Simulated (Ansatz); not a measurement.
# VGe2N4 monolayer in a perpendicular field, part 3 of 3

Aim: how the VGe2N4 monolayer screens a field along its normal, and what the field does to its bands. A positive field points along +c.

Ansatz 0.2.0; plane-wave DFT, PBE-D3(BJ), Ansatz PAW.

So far, gap along the path (eV): step 3 (atoms held, field 0) 0.202; step 4 (field 0.1 V/Å) 0.202.

## Step 5: Atoms held, field -0.1 V/Å

Contents of input.yaml:

```yaml
crystal:
  lattice:
    - [2.9841861413, 0.0, 0.0]
    - [-1.4920930706, 2.584381008, 0.0]
    - [0.0, 0.0, 25.3196035291]
  atoms:
    - { symbol: "N", position: [0.0, 0.0, 0.3554558028] }
    - { symbol: Ge, position: [0.3333333333, 0.6666666667, 0.3811232172] }
    - { symbol: "N", position: [0.3333333333, 0.6666666667, 0.4552747258], spin: -0.05 }
    - { symbol: V, position: [0.0, 0.0, 0.5], spin: 0.76 }
    - { symbol: "N", position: [0.3333333333, 0.6666666667, 0.5447252742], spin: -0.05 }
    - { symbol: Ge, position: [0.3333333333, 0.6666666667, 0.6188767828] }
    - { symbol: "N", position: [0.0, 0.0, 0.6445441972] }
magnetization:
  spin_polarized: true
kpoints:
  mp_grid: { grid: [18, 18, 1] }
  band_path:
    path: [[0, 0, 0], [0.5, 0, 0], [0.33333333, 0.33333333, 0], [0, 0, 0]]
    npoints: 16
hamiltonian:
  xc: pbe
  dispersion: d3bj
scf:
  occupations: { method: fermi_dirac, width: 0.02585 }
  convergence: { dr2_threshold: 1.0e-10 }
efield:
  axis: 3
  dipole_correction: true
  ramp_position: 0.97
  ramp_width: 0.06
  amplitude: -0.1
output:
  write_potential: true
  write_density: true
  volumetric_format: npy
```

Run with:

```bash
ansatz run input.yaml --threads 4 --pin off --max-ram 6144MiB --backend cpu --events-out ev --progress --plain --runs-dir out
```

Numbers of over 12 decimals in the logs are rounded to 6 here.

The log of the run:

```text
[...]
Crystal: 7 atoms, lattice volume = 195.272 Å³
Basis set: ecut = 420 eV, 3721 PW (Γ)
Bands: 38, of which v1, the nominal top of the filled ones, is band 31 counted from 1 (30 counted from 0)
Symmetry: 6 space group operations
k-points: 37 of 324 (time reversal used)
[...]
Starting moments: Σ|m| = 0.86 μB on 3 of 7 sites
[...]
k-point 1 ↑: bands = [... 27 lower, -1.0679, -1.0158, -0.2839, 0.9516, 3.1323, 3.1540, 3.3282, 3.4359, ... 3 higher]
  k-point 2 ↑: bands = [... 27 lower, -1.2447, -1.1533, -0.2133, 0.8963, 2.9753, 3.0005, 3.3297, 3.4869, ... 3 higher]
  k-point 36 ↓: bands = [... 27 lower, -2.2902, -1.1087, -0.6008, 1.3049, 2.6916, 3.7233, 4.1374, 4.1939, ... 3 higher]
[key lines of the parts left out:]
SCF converged after 16 iterations
Magnetization: 0.9967 μB (30.9983 up, 30.0017 down)
Free energy (F): -13041.453161 eV
Fermi energy:    1.024399 eV
Dipole field:    D = -0.032731 V/Å  (p = -0.035322 e·Å, saw-weighted, corrected)
```

The job ended after 22 s (4 threads of Intel Xeon Platinum 8488C (Sapphire Rapids), shared host; peak memory 0.95 GiB).

The dipole is -0.0353 e·Å, and the gap 0.202 eV.

## Step 6: Response, atoms held

This step: plane-wave DFT, PBE-D3(BJ), Ansatz PAW; response to a field along the normal, atoms held (Ansatz 0.2.0).

The dipoles give the slope, and the difference of two potentials shows where the field is screened.

This step gave:

| Property | Result |
| --- | --- |
| equivalent conductor thickness p/(ε₀AE) | 8.287 Å |
| distance between the outer atoms | 7.320 Å |

Table of dipole of the cell by applied field:

| applied field (V/Å) | dipole of the cell (e·Å) |
| --- | --- |
| -0.1000 | -0.0353 |
| 0.0000 | -1.7e-7 |
| 0.1000 | 0.0353 |

The total moment stays at 0.997 μB for applied field from -0.1 to 0.1 V/Å.

Local field over the applied field, running mean. From the potentials at -0.1 and 0.1 V/Å; running mean over 2.5 Å. Table of local field over applied field by z:

| z (Å) | local field over applied field |
| --- | --- |
| 4.5 | 1.000 |
| 5.0 | 0.999 |
| 5.5 | 0.995 |
| 6.0 | 0.985 |
| 6.5 | 0.954 |
| 7.0 | 0.878 |
| 7.5 | 0.742 |
| 8.0 | 0.577 |
| 8.5 | 0.400 |
| 9.0 | 0.261 |
| 9.5 | 0.174 |
| 10.0 | 0.135 |
| 10.5 | 0.121 |
| 11.0 | 0.111 |
| 11.5 | 0.0942 |
| 12.0 | 0.0674 |
| 12.5 | 0.0479 |
| 13.0 | 0.0530 |
| 13.5 | 0.0770 |
| 14.0 | 0.102 |
| 14.5 | 0.114 |
| 15.0 | 0.126 |
| 15.5 | 0.144 |
| 16.0 | 0.199 |
| 16.5 | 0.305 |
| 17.0 | 0.463 |
| 17.5 | 0.638 |
| 18.0 | 0.797 |
| 18.5 | 0.913 |
| 19.0 | 0.969 |
| 19.5 | 0.990 |
| 20.0 | 0.997 |
| 20.5 | 0.999 |
| 21.0 | 1.000 |

The induced electron density oscillates, so the rows of the table below give means over windows of 0.5 Å about each position, cut where the curve ends. Its maxima inside the range that stand out by 2 % of the span (Å: e/Å³ per V/Å): 8.30: 0.00384, 9.28: 0.00170, 10.69: 0.00105, 11.53: 0.00174, 13.08: 8.6e-4, 14.07: 2.3e-4, 15.47: 0.00186, 16.46: -6.4e-4. Its minima: 8.86: 6.4e-4, 9.85: -0.00186, 11.25: -2.3e-4, 12.24: -8.6e-4, 13.79: -0.00174, 14.63: -0.00105, 16.04: -0.00170, 17.02: -0.00384.

Electrons, planar mean, per unit field. Induced electron density against z; means over each step:

z (Å), induced electron density (e/Å³ per V/Å) and a bar from the least value:
```
      4.5    0.00000 ###############
      5.0    0.00001 ###############
      5.5    0.00002 ################
      6.0    0.00007 ################
      6.5    0.00022 ################
      7.0    0.00065 ##################
      7.5    0.00168 #######################
      8.0    0.00331 ##############################
      8.5    0.00287 ############################
      9.0    0.00113 ####################
      9.5    0.00021 ################
     10.0   -0.00136 ##########
     10.5    0.00063 ##################
     11.0    0.00031 #################
     11.5    0.00103 ####################
     12.0   -0.00019 ###############
     12.5   -0.00035 ##############
     13.0    0.00063 ##################
     13.5   -0.00060 #############
     14.0   -0.00048 #############
     14.5   -0.00071 ############
     15.0    0.00005 ################
     15.5    0.00139 ######################
     16.0   -0.00109 ###########
     16.5   -0.00129 ##########
     17.0   -0.00353 
     17.5   -0.00275 ###
     18.0   -0.00122 ##########
     18.5   -0.00044 ##############
     19.0   -0.00015 ###############
     19.5   -0.00004 ###############
     20.0   -0.00001 ###############
     20.5    0.00000 ###############
     21.0    0.00000 ###############
```

By hand: between -0.1 and 0.1 V/Å the dipole changes by 0.07064 e·Å, a slope of 0.3532 e·Å²/V. A perfect conductor of thickness t has p = ε₀AEt, so t = 180.95 × 0.3532 / 7.712 = 8.29 Å (e/ε₀ = 180.95 V·Å, A in Å²).

The induced dipole is that of a conductor 8.29 Å thick.

## Step 7: Outcome

* gap without field: 0.202 eV
* ionisation energy, upper face: 5.88 eV
* electron affinity, upper face: 5.68 eV
* equivalent conductor thickness, atoms held: 8.29 Å

**Reading.** The induced dipole equals that of a perfect conductor 8.29 Å thick, while the outer atoms lie 7.32 Å apart; an out-of-plane ε follows only once a thickness t is chosen, by 1 − 1/ε = 8.29 Å / t. The gap stays within 0.01 eV of 0.20 eV over the fields run, up to 0.1 V/Å in size. Semilocal functionals give gaps that are too small, and excitons are not included. The magnetic order is the one reached from the typed start; other orders were not compared. Spin-orbit coupling is left out. The outer anions sit over the metal atoms, one of several polytypes of such layers and not the lowest for every compound.

[Logs are printed without paths, hosts, clocks, repeated set-up lines and the standing remarks that a program may print on its own settings, such as how far it seeks lower states.]

[Hosts, paths, dates, database ids (printed as entryN), source tags and the programs' standing remarks are cut or masked in the printed files.]

[Maps of the electrostatic potential energy from Ansatz leave out the sawtooth potential of an applied field or a dipole correction, so their vacuum need not be flat; planar profiles and work functions include it.]
